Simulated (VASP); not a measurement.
# CdTe (F-43m) in VASP: single point with LDA

Aim: the single point of CdTe with LDA.

Everything below comes from runs of VASP 6.6.1. Logs are shortened: lines on timing, memory, paths and dates and some standing lists are left out, and cuts for length are marked.

**Measured values to compare with.**

A printed reference work, data compilation reports, for a bulk crystal of CdTe at 0 K: band gap 1.607 eV.

The results are compared with them further down.

## Step 1: The cell of the first run

The structure is cubic, space group F-43m (No. 216). Conventional cell: a = 6.410 Å, b = 6.410 Å, c = 6.410 Å, α = 90.00°, β = 90.00°, γ = 90.00°. Cd (site symmetry -43m) has 4 Te at 2.78 Å within 3.7 Å. Te (site symmetry -43m) has 4 Cd at 2.78 Å within 3.7 Å.

## Step 2: Single point, LDA

INCAR reads:

```
ALGO = Normal ; EDIFF = 1E-6
ENCUT = 520 ; ISIF = 2
ISMEAR = 0 ; LASPH = T
LCHARG = T ; LELF = T
LREAL = F ; LVHAR = T
LWAVE = F ; NBANDS = 16
NELM = 100 ; PREC = Accurate
SIGMA = 0.1
```

KPOINTS reads:

```
k-points
0
Gamma
  6 6 6
```

POSCAR reads:

```
CdTe
1.0
    0.0000000000      3.2050000000      3.2050000000
    3.2050000000      0.0000000000      3.2050000000
    3.2050000000      3.2050000000      0.0000000000
Cd Te
1 1
Direct
    0.0000000000      0.0000000000      0.0000000000
    0.7500000000      0.7500000000      0.7500000000
```

Potentials or basis: VASP PAW LDA potentials, release 64 (Cd, Te).

On the command line:

```sh
> cat potpaw_LDA.64/Cd/POTCAR potpaw_LDA.64/Te/POTCAR > POTCAR
> mpirun -np 1 vasp_std > vasp.out
```

OUTCAR:

```text
EDIFF = 1E-6
   ENCUT = 520
   ISIF = 2
   ISMEAR = 0
   LASPH = T
   LREAL = F
   NELM = 100
   PREC = Accurate

 ion  position               nearest neighbor table
   1  0.000  0.000  0.000-   2 2.78   2 2.78   2 2.78   2 2.78
   2  0.750  0.750  0.750-   1 2.78   1 2.78   1 2.78   1 2.78

  LATTYP: Found a face centered cubic cell.
 ALAT       =     6.4100000000

  Lattice vectors:

 A1 = (   0.0000000000,   3.2050000000,   3.2050000000)
 A2 = (   3.2050000000,   0.0000000000,   3.2050000000)
 A3 = (   3.2050000000,   3.2050000000,   0.0000000000)

Analysis of symmetry for initial positions (statically):
=====================================================================
 Subroutine PRICEL returns:
 Original cell was already a primitive cell.

 Routine SETGRP: Setting up the symmetry group for a
 face centered cubic supercell.

 Subroutine GETGRP returns: Found 24 space group operations
 (whereof 24 operations were pure point group operations)
 out of a pool of 48 trial point group operations.

The static configuration has the point symmetry T_d .

Analysis of symmetry for dynamics (positions and initial velocities):
=====================================================================
 Subroutine PRICEL returns:
 Original cell was already a primitive cell.

 Routine SETGRP: Setting up the symmetry group for a
 face centered cubic supercell.

 Subroutine GETGRP returns: Found 24 space group operations
 (whereof 24 operations were pure point group operations)
 out of a pool of 48 trial point group operations.

The dynamic configuration has the point symmetry T_d .

 Subroutine INISYM returns: Found 24 space group operations
 (whereof 24 operations are pure point group operations),
 and found     1 'primitive' translations

----------------------------------------------------------------------------------------

                                     Primitive cell

  volume of cell :      65.8437

  direct lattice vectors                    reciprocal lattice vectors
     0.000000000  3.205000000  3.205000000    -0.156006240  0.156006240  0.156006240
     3.205000000  0.000000000  3.205000000     0.156006240 -0.156006240  0.156006240
     3.205000000  3.205000000  0.000000000     0.156006240  0.156006240 -0.156006240

  length of vectors
     4.532554467  4.532554467  4.532554467     0.270210734  0.270210734  0.270210734

  position of ions in fractional coordinates (direct lattice)
     0.000000000  0.000000000  0.000000000
     0.750000000  0.750000000  0.750000000

  ion indices of the primitive-cell ions
   primitive index   ion index
                 1           1
                 2           2

----------------------------------------------------------------------------------------

 KPOINTS: k-points

Automatic generation of k-mesh.
 Grid dimensions read from file:
 generate k-points for:    6    6    6

 Generating k-lattice:

  Cartesian coordinates                     Fractional coordinates (reciprocal lattice)
    -0.026001040  0.026001040  0.026001040     0.166666667  0.000000000  0.000000000
     0.026001040 -0.026001040  0.026001040     0.000000000  0.166666667  0.000000000
     0.026001040  0.026001040 -0.026001040     0.000000000  0.000000000  0.166666667

  Length of vectors
     0.045035122  0.045035122  0.045035122

  Shift w.r.t. Gamma in fractional coordinates (k-lattice)
     0.000000000  0.000000000  0.000000000

 Subroutine IBZKPT returns following result:
 ===========================================

 Found     16 irreducible k-points:

 Following reciprocal coordinates:
            Coordinates               Weight
  0.000000  0.000000  0.000000      1.000000
  0.166667  0.000000  0.000000      8.000000
  0.333333  0.000000  0.000000      8.000000
  0.500000  0.000000  0.000000      4.000000
  0.166667  0.166667  0.000000      6.000000
  0.333333  0.166667  0.000000     24.000000
[... 8 lines left out ...]
 -0.333333  0.333333  0.166667     24.000000
 -0.333333  0.500000  0.166667     12.000000
   k-points           NKPTS =     16   k-points in BZ     NKDIM =     16   number of bands    NBANDS=     16
   number of dos      NEDOS =    301   number of ions     NIONS =      2
   total plane-waves  NPLWV =  46656
   dimension x,y,z NGX =    36 NGY =   36 NGZ =   36
   dimension x,y,z NGXF=    72 NGYF=   72 NGZF=   72
   ions per type =               1   1
   NGX,Y,Z   is equivalent  to a cutoff of  13.20, 13.20, 13.20 a.u.
   NGXF,Y,Z  is equivalent  to a cutoff of  26.41, 26.41, 26.41 a.u.
 SYSTEM =  unknown system
   PREC   = accura    normal or accurate (medium, high low for compatibility)
   ISTART =      0    job   : 0-new  1-cont  2-samecut
   ICHARG =      2    charge: 1-file 2-atom 10-const
   ISPIN  =      1    spin polarized calculation?
   LNONCOLLINEAR =      F non collinear calculations
   LSORBIT =      F    spin-orbit coupling
   LASPH  =      T    aspherical Exc in radial PAW
   ENCUT  =  520.0 eV  38.22 Ry    6.18 a.u.   8.43  8.43  8.43*2*pi/ulx,y,z
   NELM   =    100;   NELMIN=  2; NELMDL= -5     # of ELM steps
   EDIFF  = 0.1E-05   stopping-criterion for ELM
   LREAL  =      F    real-space projection
   EDIFFG = 0.1E-04   stopping-criterion for IOM
   NSW    =      0    number of steps for IOM
   IBRION =     -1    ionic relax: 0-MD 1-quasi-New 2-CG
   NFREE  =      0    steps in history (QN), initial steepest desc. (CG)
   ISIF   =      2    stress and relaxation
   ISYM   =      2    0-nonsym 1-usesym 2-fastsym
   POTIM  = 0.5000    time-step for ionic-motion
   TEBEG  =    0.0;   TEEND  =   0.0 temperature during run
   PSTRESS=    0.0 pullay stress
   NELECT =      18.0000    total number of electrons
   NUPDOWN=      -1.0000    fix difference up-down
   EMIN   =  10.00;   EMAX   =-10.00  energy-range for DOS
   EFERMI =   0.00;   METHOD = LEGACY
   ISMEAR =     0;   SIGMA  =   0.10  broadening in eV -4-tet -1-fermi 0-gaus
   EFERMI_NEDOS =   21; number of points for ismear=-14 and -15
   IALGO  =     38    algorithm
   IMIX   =      4    mixing-type and parameters
     AMIX     =   0.40;   BMIX     =  1.00
     AMIX_MAG =   1.60;   BMIX_MAG =  1.00
  volume/ion in A,a.u.               =      32.92       222.17
  Fermi-wavevector in a.u.,A,eV,Ry     =   1.062497  2.007828 15.359610  1.128899
  Thomas-Fermi vector in A             =   2.197950
   LORBIT       =      0    0 simple, 1 ext, 2 COOP (PROOUT), +10 PAW based schemes
   GGA     = CA    functional components
   LHFCALC =     F    Hartree Fock is set to
   AEXX    =    0.0000 exact exchange contribution
   IVDW    =     0    specifies the selected vdW correction
   LEPSILON=     F    determine dielectric tensor
   LRPA    =     F    only Hartree local field effects (RPA)
 non-spin polarized calculation
 Gauss-broadening in eV      SIGMA  =   0.10
  energy-cutoff  :      520.00
  volume of cell :       65.84
 maximum number of plane-waves:      1807
 NGX is ok and might be reduce to    36
   NGX = 17   NGY = 17   NGZ = 17

 number of electron      17.9999995 magnetization

 Free energy of the ion-electron system (eV)
  ---------------------------------------------------
  ext. energy  EPLUGINS =         0.00000000
  ---------------------------------------------------
  free energy    TOTEN  =        -6.04427543 eV

  energy without entropy =       -6.04427540  energy(sigma->0) =       -6.04427542

 E-fermi :   2.8034     XC(G=0):  -9.0888

 val. band max:        2.4698420693   @ k =   0.0000   0.0000   0.0000
 cond. band min:       3.1207001549   @ k =   0.0000   0.0000   0.0000
 fundamental gap:      0.6508580856
 Fermi energy:         2.8033694130

 k-point     1 :       0.0000    0.0000    0.0000
  band No.  band energies     occupation
      1      -8.9651      2.00000
      2      -5.9465      2.00000
      3      -5.9465      2.00000
      4      -5.9465      2.00000
      5      -5.6574      2.00000
      6      -5.6574      2.00000
[... 8 lines left out ...]
     15      11.8612      0.00000
     16      11.8612      0.00000

 k-point     2 :       0.1667    0.0000    0.0000
  band No.  band energies     occupation
      1      -8.8559      2.00000
      2      -5.9258      2.00000
      3      -5.9258      2.00000
      4      -5.8621      2.00000
      5      -5.6590      2.00000
      6      -5.6590      2.00000
[... 8 lines left out ...]
     15      10.8882      0.00000
     16      10.8882      0.00000

 k-point     3 :       0.3333    0.0000    0.0000
  band No.  band energies     occupation
      1      -8.6364      2.00000
      2      -5.8902      2.00000
      3      -5.8902      2.00000
      4      -5.6548      2.00000
      5      -5.6548      2.00000
      6      -5.5653      2.00000
[... 8 lines left out ...]
     15      11.3105      0.00000
     16      11.3105      0.00000

 k-point     4 :       0.5000    0.0000    0.0000
  band No.  band energies     occupation
      1      -8.5286      2.00000
      2      -5.8765      2.00000
      3      -5.8765      2.00000
      4      -5.6478      2.00000
      5      -5.6478      2.00000
      6      -5.2845      2.00000
[... 8 lines left out ...]
     15      12.7621      0.00000
     16      12.7621      0.00000

 k-point     5 :       0.1667    0.1667    0.0000
  band No.  band energies     occupation
      1      -8.8199      2.00000
      2      -5.9049      2.00000
      3      -5.9049      2.00000
      4      -5.8651      2.00000
      5      -5.6672      2.00000
      6      -5.6491      2.00000
[... 8 lines left out ...]
     15      11.5544      0.00000
     16      12.0986      0.00000

 k-point     6 :       0.3333    0.1667    0.0000
  band No.  band energies     occupation
      1      -8.6382      2.00000
      2      -5.8777      2.00000
      3      -5.8644      2.00000
      4      -5.7208      2.00000
      5      -5.6428      2.00000
      6      -5.5886      2.00000
[... 8 lines left out ...]
     15      12.1228      0.00000
     16      12.2210      0.00000

 k-point     7 :       0.5000    0.1667    0.0000
  band No.  band energies     occupation
      1      -8.4961      2.00000
      2      -5.8617      2.00000
      3      -5.8472      2.00000
      4      -5.6771      2.00000
      5      -5.6447      2.00000
      6      -5.2602      2.00000
[... 8 lines left out ...]
     15      12.4154      0.00000
     16      12.8576      0.00000

 k-point     8 :      -0.3333    0.1667    0.0000
  band No.  band energies     occupation
      1      -8.5311      2.00000
      2      -5.8628      2.00000
      3      -5.8627      2.00000
      4      -5.6621      2.00000
      5      -5.6616      2.00000
      6      -5.3551      2.00000
[... 8 lines left out ...]
     15      11.5369      0.00000
     16      12.7671      0.00000

 k-point     9 :      -0.1667    0.1667    0.0000
  band No.  band energies     occupation
      1      -8.7102      2.00000
      2      -5.9020      2.00000
      3      -5.8867      2.00000
      4      -5.7272      2.00000
      5      -5.6689      2.00000
      6      -5.6346      2.00000
[... 8 lines left out ...]
     15      11.3757      0.00000
     16      12.1461      0.00000

 k-point    10 :       0.3333    0.3333    0.0000
  band No.  band energies     occupation
      1      -8.5324      2.00000
      2      -5.8138      2.00000
      3      -5.8138      2.00000
      4      -5.7666      2.00000
      5      -5.6323      2.00000
      6      -5.4674      2.00000
[... 8 lines left out ...]
     15      12.7541      0.00000
     16      14.4228      0.00000

 k-point    11 :       0.5000    0.3333    0.0000
  band No.  band energies     occupation
      1      -8.4295      2.00000
      2      -5.8149      2.00000
      3      -5.7900      2.00000
      4      -5.7340      2.00000
      5      -5.6337      2.00000
      6      -5.1900      2.00000
[... 8 lines left out ...]
     15      13.1640      0.00000
     16      13.9885      0.00000

 k-point    12 :      -0.3333    0.3333    0.0000
  band No.  band energies     occupation
      1      -8.4300      2.00000
      2      -5.8363      2.00000
      3      -5.8115      2.00000
      4      -5.6898      2.00000
      5      -5.6531      2.00000
      6      -5.1187      2.00000
[... 8 lines left out ...]
     15      11.4356      0.00000
     16      14.6160      0.00000

 k-point    13 :       0.5000    0.5000    0.0000
  band No.  band energies     occupation
      1      -8.3955      2.00000
      2      -5.7813      2.00000
      3      -5.7638      2.00000
      4      -5.7638      2.00000
      5      -5.6239      2.00000
      6      -5.1371      2.00000
[... 8 lines left out ...]
     15      13.3010      0.00000
     16      14.0258      0.00000

 k-point    14 :       0.5000    0.3333    0.1667
  band No.  band energies     occupation
      1      -8.4976      2.00000
      2      -5.8408      2.00000
      3      -5.8331      2.00000
      4      -5.7065      2.00000
      5      -5.6442      2.00000
      6      -5.3303      2.00000
[... 8 lines left out ...]
     15      12.7271      0.00000
     16      13.9300      0.00000

 k-point    15 :      -0.3333    0.3333    0.1667
  band No.  band energies     occupation
      1      -8.4300      2.00000
      2      -5.8331      2.00000
      3      -5.8163      2.00000
      4      -5.6861      2.00000
      5      -5.6553      2.00000
      6      -5.1175      2.00000
[... 8 lines left out ...]
     15      12.9227      0.00000
     16      13.7048      0.00000

 k-point    16 :      -0.3333    0.5000    0.1667
  band No.  band energies     occupation
      1      -8.3970      2.00000
      2      -5.8035      2.00000
      3      -5.7993      2.00000
      4      -5.7122      2.00000
      5      -5.6443      2.00000
      6      -5.0645      2.00000
[... 8 lines left out ...]
     15      13.5701      0.00000
     16      13.8134      0.00000

------------------------ aborting loop because EDIFF is reached ----------------------------------------

  FORCE on cell =-STRESS in cart. coord.  units (eV):
  Direction    XX          YY          ZZ          XY          YZ          ZX
  --------------------------------------------------------------------------------------
  -------------------------------------------------------------------------------------
  Total        0.1068956      0.1068956      0.1068956     -0.0000000     -0.0000000     -0.0000000
  in kB        2.6010964      2.6010964      2.6010964     -0.0000000     -0.0000000     -0.0000000
  external PRESSURE =       2.6010964 kB  Pullay stress =       0.0000000 kB

 VOLUME and BASIS-vectors are now :
 -----------------------------------------------------------------------------
  energy-cutoff  :      520.00
  volume of cell :       65.84
      direct lattice vectors                 reciprocal lattice vectors
     0.000000000  3.205000000  3.205000000    -0.156006240  0.156006240  0.156006240
     3.205000000  0.000000000  3.205000000     0.156006240 -0.156006240  0.156006240
     3.205000000  3.205000000  0.000000000     0.156006240  0.156006240 -0.156006240

 POSITION                                       TOTAL-FORCE (eV/Angst)
 -----------------------------------------------------------------------------------
      0.00000      0.00000      0.00000        -0.000000     -0.000000     -0.000000
      4.80750      4.80750      4.80750         0.000000      0.000000      0.000000
 -----------------------------------------------------------------------------------
    total drift:                               -0.000000     -0.000000     -0.000000

  FREE ENERGIE OF THE ION-ELECTRON SYSTEM (eV)
  ---------------------------------------------------
  free  energy   TOTEN  =        -6.0442754264 eV

  energy  without entropy=       -6.0442754038  energy(sigma->0) =       -6.04427542
```

Wall time 19 s (1 thread of Intel Xeon 6975P-C, shared host); peak memory 0.18 GiB.

Results:

```yaml
Free_energy: -6.0443 eV
Pressure: 0.3 GPa
Band_gap_on_the_k_mesh: 0.65 eV, direct
```

Caveat: spin-orbit coupling is left out, which moves the levels of the heavy elements.

## Step 3: Against experiment

Step 2. Against the measured gap of CdTe, 1.607 eV (0 K; a printed reference work, data compilation), the calculated 0.65 eV is off by -0.96 eV. Spin-orbit coupling on Cd, Te is left out. The value is that of LDA, without temperature or zero-point motion. Semilocal functionals fall short of measured gaps as a rule.
